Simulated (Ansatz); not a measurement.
Take a crystal in which Li has been replaced by Rb on all its sites, with the cell rescaled by a rough guess (in some cases also distorted within its space group) and nothing relaxed:

```cif
data_structure
_symmetry_space_group_name_H-M 'P 1'
_symmetry_Int_Tables_number 1
_cell_length_a 4.2054
_cell_length_b 4.2054
_cell_length_c 15.4748
_cell_angle_alpha 90.000
_cell_angle_beta 90.000
_cell_angle_gamma 120.000
_cell_volume 237.02
loop_
_atom_site_label
_atom_site_type_symbol
_atom_site_fract_x
_atom_site_fract_y
_atom_site_fract_z
_atom_site_occupancy
Rb1 Rb 0.00000 0.00000 0.00000 1
Rb2 Rb 0.33333 0.66667 0.25000 1
Rb3 Rb 0.00000 0.00000 0.50000 1
Rb4 Rb 0.66667 0.33333 0.75000 1
```

Method: DFT PBE, scalar-relativistic, plane waves, PAW in Ansatz 0.2.0.

Cutoff 420 eV; k points 12×12×4 on the computed 4-atom cell (Γ-centred); Gaussian smearing, width 0.10 eV; no spin polarisation.

Q: Will this cell want to expand or contract, and how hard?

A: The pressure is 2.7 GPa (positive in compression), so the cell would expand.

Q: Is it a metal on this mesh?

A: Yes, a band crosses the Fermi level.

This form isn't the element's structure at ambient conditions.